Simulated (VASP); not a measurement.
# MoS2 in VASP: notebook

One slab, MoS2, is run at these levels: PBEsol; tasks: single point.

Everything below comes from runs of VASP 6.6.1. Logs are shortened: lines on timing, memory, paths and dates and some standing lists are left out, and cuts for length are marked.

## 1. The structure

The cell holds a slab with vacuum, 3 atoms: a = 3.169 Å, b = 3.169 Å, c = 13.130 Å, α = 90.00°, β = 90.00°, γ = 120.00°.

## 2. Single point, PBEsol

The input, INCAR:

```
PREC = Accurate
ENCUT = 460
EDIFF = 1E-7
ISMEAR = 0
SIGMA = 0.05
LREAL = F
LASPH = T
NELM = 120
ALGO = Normal
ISIF = 2
LWAVE = F
LCHARG = F
LDIPOL = T
IDIPOL = 3
DIPOL = 0.5 0.5 0.500
GGA = PS
NBANDS = 24
LVHAR = T
LVACPOTAV = T
```

The input, KPOINTS:

```
regular mesh
0
Gamma
  8 8 1
```

The input, POSCAR:

```
MoS2
1.0
    3.1690000000      0.0000000000      0.0000000000
   -1.5845000000      2.7444345000      0.0000000000
    0.0000000000      0.0000000000     13.1302960000
S Mo
2 1
Direct
    0.3333333333      0.6666666667      0.3807987269
    0.3333333333      0.6666666667      0.6192012731
    0.6666666667      0.3333333333      0.5000000000
```

Potentials or basis: VASP PAW PBE potentials, release 64 (S, Mo_sv).

Launch:

```console
$ cat potpaw_PBE.64/S/POTCAR potpaw_PBE.64/Mo_sv/POTCAR > POTCAR
$ mpirun -np 1 vasp_std > vasp.out
```

OUTCAR:

```text
PREC = Accurate
   ENCUT = 460
   EDIFF = 1E-7
   ISMEAR = 0
   LREAL = F
   LASPH = T
   NELM = 120
   ISIF = 2
   GGA = PS

 Found     10 irreducible k-points:

 Following reciprocal coordinates:
            Coordinates               Weight
  0.000000  0.000000  0.000000      1.000000
  0.125000  0.000000  0.000000      6.000000
  0.250000  0.000000  0.000000      6.000000
  0.375000  0.000000  0.000000      6.000000
  0.500000  0.000000  0.000000      3.000000
  0.125000  0.125000  0.000000      6.000000
   k-points           NKPTS =     10   k-points in BZ     NKDIM =     10   number of bands    NBANDS=     24
   number of dos      NEDOS =    301   number of ions     NIONS =      3
   total plane-waves  NPLWV =  55296
   dimension x,y,z NGX =    24 NGY =   24 NGZ =   96
   dimension x,y,z NGXF=    48 NGYF=   48 NGZF=  192
   ions per type =               2   1
   NGX,Y,Z   is equivalent  to a cutoff of  12.59, 12.59, 12.15 a.u.
   NGXF,Y,Z  is equivalent  to a cutoff of  25.18, 25.18, 24.31 a.u.
 SYSTEM =  unknown system
   PREC   = accura    normal or accurate (medium, high low for compatibility)
   ISTART =      0    job   : 0-new  1-cont  2-samecut
   ICHARG =      2    charge: 1-file 2-atom 10-const
   ISPIN  =      1    spin polarized calculation?
   LNONCOLLINEAR =      F non collinear calculations
   LSORBIT =      F    spin-orbit coupling
   LASPH  =      T    aspherical Exc in radial PAW
   ENCUT  =  460.0 eV  33.81 Ry    5.81 a.u.   5.54  5.54 22.96*2*pi/ulx,y,z
   NELM   =    120;   NELMIN=  2; NELMDL= -5     # of ELM steps
   EDIFF  = 0.1E-06   stopping-criterion for ELM
   LREAL  =      F    real-space projection
   EDIFFG = 0.1E-05   stopping-criterion for IOM
   NSW    =      0    number of steps for IOM
   IBRION =     -1    ionic relax: 0-MD 1-quasi-New 2-CG
   NFREE  =      0    steps in history (QN), initial steepest desc. (CG)
   ISIF   =      2    stress and relaxation
   ISYM   =      2    0-nonsym 1-usesym 2-fastsym
   POTIM  = 0.5000    time-step for ionic-motion
   TEBEG  =    0.0;   TEEND  =   0.0 temperature during run
   PSTRESS=    0.0 pullay stress
   NELECT =      26.0000    total number of electrons
   NUPDOWN=      -1.0000    fix difference up-down
   EMIN   =  10.00;   EMAX   =-10.00  energy-range for DOS
   EFERMI =   0.00;   METHOD = LEGACY
   ISMEAR =     0;   SIGMA  =   0.05  broadening in eV -4-tet -1-fermi 0-gaus
   EFERMI_NEDOS =   21; number of points for ismear=-14 and -15
   IALGO  =     38    algorithm
   IMIX   =      4    mixing-type and parameters
     AMIX     =   0.40;   BMIX     =  1.00
     AMIX_MAG =   1.60;   BMIX_MAG =  1.00
  volume/ion in A,a.u.               =      38.07       256.88
  Fermi-wavevector in a.u.,A,eV,Ry     =   0.999653  1.889071 13.596393  0.999307
  Thomas-Fermi vector in A             =   2.131958
   LORBIT       =      0    0 simple, 1 ext, 2 COOP (PROOUT), +10 PAW based schemes
   GGA     = PS    functional components
   LHFCALC =     F    Hartree Fock is set to
   AEXX    =    0.0000 exact exchange contribution
   IVDW    =     0    specifies the selected vdW correction
   LEPSILON=     F    determine dielectric tensor
   LRPA    =     F    only Hartree local field effects (RPA)
 non-spin polarized calculation
 Gauss-broadening in eV      SIGMA  =   0.05
  energy-cutoff  :      460.00
  volume of cell :      114.20
 maximum number of plane-waves:      2593
 NGX is ok and might be reduce to    24
   NGX = 11   NGY = 11   NGZ = 45

 dipolmoment           0.000000      0.000000     -0.000000 electrons x Angstroem

 number of electron      25.9999994 magnetization

 dipolmoment           0.000000      0.000000      0.000000 electrons x Angstroem

 Free energy of the ion-electron system (eV)
  ---------------------------------------------------
  ext. energy  EPLUGINS =         0.00000000
  ---------------------------------------------------
  free energy    TOTEN  =       -23.41212690 eV

  energy without entropy =      -23.41212690  energy(sigma->0) =      -23.41212690

 E-fermi :   0.1831     XC(G=0):  -5.8313

 val. band max:       -0.0310431692   @ k =   0.0000   0.0000   0.0000
 cond. band min:       1.9183780945   @ k =   0.3750   0.2500   0.0000
 fundamental gap:      1.9494212637
 Fermi energy:         0.1831215804

 k-point     1 :       0.0000    0.0000    0.0000
  band No.  band energies     occupation
      1     -60.7304      2.00000
      2     -34.9178      2.00000
      3     -34.6867      2.00000
      4     -34.6867      2.00000
      5     -14.0890      2.00000
      6     -12.7719      2.00000
      7      -5.6651      2.00000
      8      -2.5735      2.00000
      9      -2.5735      2.00000
     10      -1.7936      2.00000
     11      -1.4518      2.00000
     12      -1.4518      2.00000
     13      -0.0310      2.00000
     14       2.8218      0.00000
     15       2.8218      0.00000
     16       3.0780      0.00000
     17       3.0780      0.00000
     18       5.3186      0.00000
     19       6.2702      0.00000
     20       6.2881      0.00000
     21       8.2728      0.00000
     22       9.0455      0.00000
     23      10.9259      0.00000
     24      10.9259      0.00000

 k-point     2 :       0.1250    0.0000    0.0000
  band No.  band energies     occupation
      1     -60.7246      2.00000
      2     -34.9063      2.00000
      3     -34.7456      2.00000
      4     -34.7002      2.00000
      5     -13.8557      2.00000
      6     -12.6750      2.00000
      7      -5.4068      2.00000
      8      -3.0613      2.00000
      9      -2.5898      2.00000
     10      -2.3318      2.00000
     11      -1.7992      2.00000
     12      -1.0474      2.00000
     13      -0.1609      2.00000
     14       2.5356      0.00000
     15       2.6056      0.00000
     16       2.8303      0.00000
     17       3.1987      0.00000
     18       5.6869      0.00000
     19       6.5608      0.00000
     20       7.2484      0.00000
     21       8.5711      0.00000
     22       9.9575      0.00000
     23      10.2700      0.00000
     24      11.3132      0.00000

 k-point     3 :       0.2500    0.0000    0.0000
  band No.  band energies     occupation
      1     -60.7104      2.00000
      2     -34.8855      2.00000
      3     -34.8783      2.00000
      4     -34.7323      2.00000
      5     -13.2390      2.00000
      6     -12.4204      2.00000
      7      -5.0200      2.00000
      8      -3.8115      2.00000
      9      -3.5896      2.00000
     10      -2.4508      2.00000
     11      -1.7289      2.00000
     12      -1.3201      2.00000
     13      -0.7358      2.00000
     14       2.1874      0.00000
     15       2.4110      0.00000
     16       2.9476      0.00000
     17       3.8495      0.00000
     18       6.5163      0.00000
     19       7.3106      0.00000
     20       8.2904      0.00000
     21       9.2527      0.00000
     22       9.2776      0.00000
     23       9.8505      0.00000
     24      11.6206      0.00000

 k-point     4 :       0.3750    0.0000    0.0000
  band No.  band energies     occupation
      1     -60.6962      2.00000
      2     -35.0225      2.00000
      3     -34.8502      2.00000
      4     -34.7643      2.00000
      5     -12.5080      2.00000
      6     -12.1280      2.00000
      7      -5.4766      2.00000
      8      -4.4658      2.00000
      9      -3.9459      2.00000
     10      -2.9578      2.00000
     11      -1.7434      2.00000
     12      -1.1320      2.00000
     13      -0.9340      2.00000
     14       2.2638      0.00000
     15       2.5081      0.00000
     16       3.6422      0.00000
     17       4.2574      0.00000
     18       7.1604      0.00000
     19       7.6893      0.00000
     20       7.7795      0.00000
     21       8.8722      0.00000
     22       9.0861      0.00000
     23      10.6408      0.00000
     24      10.9520      0.00000

 k-point     5 :       0.5000    0.0000    0.0000
  band No.  band energies     occupation
      1     -60.6903      2.00000
      2     -35.0783      2.00000
      3     -34.8386      2.00000
      4     -34.7774      2.00000
      5     -12.1508      2.00000
      6     -11.9921      2.00000
      7      -5.8262      2.00000
      8      -4.8324      2.00000
      9      -4.0851      2.00000
     10      -3.1414      2.00000
     11      -1.8855      2.00000
     12      -0.9089      2.00000
     13      -0.6360      2.00000
     14       2.3201      0.00000
     15       2.8248      0.00000
     16       3.8986      0.00000
     17       4.3746      0.00000
     18       6.1544      0.00000
     19       7.8762      0.00000
     20       8.2512      0.00000
     21       9.0768      0.00000
     22       9.6934      0.00000
     23      10.6840      0.00000
     24      10.7824      0.00000

 k-point     6 :       0.1250    0.1250    0.0000
  band No.  band energies     occupation
      1     -60.7146      2.00000
      2     -34.8865      2.00000
      3     -34.8384      2.00000
      4     -34.7295      2.00000
      5     -13.4293      2.00000
      6     -12.4976      2.00000
      7      -5.0379      2.00000
      8      -3.6499      2.00000
      9      -3.1651      2.00000
     10      -2.6478      2.00000
     11      -1.9853      2.00000
     12      -0.9025      2.00000
     13      -0.5291      2.00000
     14       2.1097      0.00000
     15       2.5294      0.00000
     16       2.5302      0.00000
     17       3.8263      0.00000
     18       6.2840      0.00000
     19       7.1000      0.00000
     20       8.5023      0.00000
     21       9.2367      0.00000
     22       9.7134      0.00000
     23      10.1077      0.00000
     24      11.1434      0.00000

 [... further k-points ...]

------------------------ aborting loop because EDIFF is reached ----------------------------------------

  FORCE on cell =-STRESS in cart. coord.  units (eV):
  Direction    XX          YY          ZZ          XY          YZ          ZX
  --------------------------------------------------------------------------------------
  -------------------------------------------------------------------------------------
  Total       -1.1716715     -1.1716715     -1.0044311      0.0000000     -0.0000000      0.0000000
  in kB      -16.4386751    -16.4386750    -14.0922755      0.0000000     -0.0000000      0.0000000
  external PRESSURE =     -15.6565419 kB  Pullay stress =       0.0000000 kB

 VOLUME and BASIS-vectors are now :
 -----------------------------------------------------------------------------
  energy-cutoff  :      460.00
  volume of cell :      114.20
      direct lattice vectors                 reciprocal lattice vectors
     3.169000000  0.000000000  0.000000000     0.315556958  0.182186895  0.000000000
    -1.584500000  2.744434500  0.000000000     0.000000000  0.364373790  0.000000000
     0.000000000  0.000000000 13.130296000     0.000000000  0.000000000  0.076159745

 POSITION                                       TOTAL-FORCE (eV/Angst)
 -----------------------------------------------------------------------------------
     -0.00000      1.82962      5.00000         0.000000      0.000000      0.309955
     -0.00000      1.82962      8.13030        -0.000000      0.000000     -0.309955
      1.58450      0.91481      6.56515        -0.000000     -0.000000      0.000000
 -----------------------------------------------------------------------------------
    total drift:                               -0.000000      0.000000      0.000000

  FREE ENERGIE OF THE ION-ELECTRON SYSTEM (eV)
  ---------------------------------------------------
  free  energy   TOTEN  =       -23.4121269026 eV

  energy  without entropy=      -23.4121269026  energy(sigma->0) =      -23.41212690

 vacuum level on the upper side and lower side of the slab         5.958         5.958
```

Run time: 16 s. Hardware: 1 thread of Intel Xeon 6975P-C (Granite Rapids), shared host; peak memory 0.22 GiB.

These settings aren't checked as converged: the numbers below hold their error.

Results:

```
Free energy                            : -23.4121 eV
Largest force                          : 0.310 eV/Å
Band gap on the k mesh                 : 1.95 eV, indirect (least direct gap 2.04 eV)
Ionisation potential of the upper face : 5.99 eV
```

Caveat: the PAW data sets were made with another functional, which shifts forces and pressure a little.

## 3. Single point, PBEsol

This run uses another cell than the first one, of 43.86 Å³/atom, 1.152 times its volume.

INCAR is that of step 2.

KPOINTS is that of step 2.

The input, POSCAR:

```
MoS2
1.0
    3.1690000000      0.0000000000      0.0000000000
   -1.5845000000      2.7444345000      0.0000000000
    0.0000000000      0.0000000000     15.1302960000
S Mo
2 1
Direct
    0.3333333333      0.6666666667      0.3965553615
    0.3333333333      0.6666666667      0.6034446385
    0.6666666667      0.3333333333      0.5000000000
```

Potentials or basis: VASP PAW PBE potentials, release 64 (S, Mo_sv).

Launch:

```console
$ cat potpaw_PBE.64/S/POTCAR potpaw_PBE.64/Mo_sv/POTCAR > POTCAR
$ mpirun -np 1 vasp_std > vasp.out
```

OUTCAR:

```text
PREC = Accurate
   ENCUT = 460
   EDIFF = 1E-7
   ISMEAR = 0
   LREAL = F
   LASPH = T
   NELM = 120
   ISIF = 2
   GGA = PS

 Found     10 irreducible k-points:

 Following reciprocal coordinates:
            Coordinates               Weight
  0.000000  0.000000  0.000000      1.000000
  0.125000  0.000000  0.000000      6.000000
  0.250000  0.000000  0.000000      6.000000
  0.375000 -0.000000  0.000000      6.000000
  0.500000  0.000000  0.000000      3.000000
  0.125000  0.125000  0.000000      6.000000
   k-points           NKPTS =     10   k-points in BZ     NKDIM =     10   number of bands    NBANDS=     24
[... 246 lines left out ...]
  --------------------------------------------------------------------------------------
  -------------------------------------------------------------------------------------
  Total       -1.1710090     -1.1710090     -1.0042601      0.0000000     -0.0000000     -0.0000000
  in kB      -14.2576612    -14.2576612    -12.2274044      0.0000000     -0.0000000     -0.0000000
  external PRESSURE =     -13.5809089 kB  Pullay stress =       0.0000000 kB

 VOLUME and BASIS-vectors are now :
 -----------------------------------------------------------------------------
  energy-cutoff  :      460.00
  volume of cell :      131.59
      direct lattice vectors                 reciprocal lattice vectors
     3.169000000  0.000000000  0.000000000     0.315556958  0.182186895  0.000000000
    -1.584500000  2.744434500  0.000000000     0.000000000  0.364373790  0.000000000
     0.000000000  0.000000000 15.130296000     0.000000000  0.000000000  0.066092560

 POSITION                                       TOTAL-FORCE (eV/Angst)
 -----------------------------------------------------------------------------------
     -0.00000      1.82962      6.00000         0.000000     -0.000000      0.309943
     -0.00000      1.82962      9.13030         0.000000     -0.000000     -0.309943
      1.58450      0.91481      7.56515        -0.000000      0.000000      0.000000
 -----------------------------------------------------------------------------------
    total drift:                               -0.000000      0.000000      0.000000

  FREE ENERGIE OF THE ION-ELECTRON SYSTEM (eV)
  ---------------------------------------------------
  free  energy   TOTEN  =       -23.4121115093 eV

  energy  without entropy=      -23.4121115093  energy(sigma->0) =      -23.41211151

 vacuum level on the upper side and lower side of the slab         5.171         5.171
```

stdout:

```text
POSCAR found type information on POSCAR S Mo
 POSCAR found :  2 types and       3 ions
 scaLAPACK will be used
 -----------------------------------------------------------------------------
[... 23 lines left out ...]
|     Did not find any points to average over, which means that no vacuum     |
|     field-free region was found. Please increase the size of  your cell     |
|     in the dimension of the dipole correction to obtain accurate            |
|     workfunction values.                                                    |
|                                                                             |
 -----------------------------------------------------------------------------
```

Run time: 21 s. Hardware: 1 thread of Intel Xeon 6975P-C (Granite Rapids), shared host; peak memory 0.24 GiB.

The run converged, but some of its settings lie outside the range that counts as converged, so its numbers aren't taken as properties of the slab.

What came out:

| Quantity | Value |
| --- | --- |
| Free energy | -23.4121 eV |
| Largest force | 0.310 eV/Å |
| Band gap on the k mesh | 1.95 eV, indirect (least direct gap 2.04 eV) |
| Ionisation potential of the upper face | 5.99 eV |

Caveat: the PAW data sets were made with another functional, which shifts forces and pressure a little.

(Continued in part 2 of 2.)
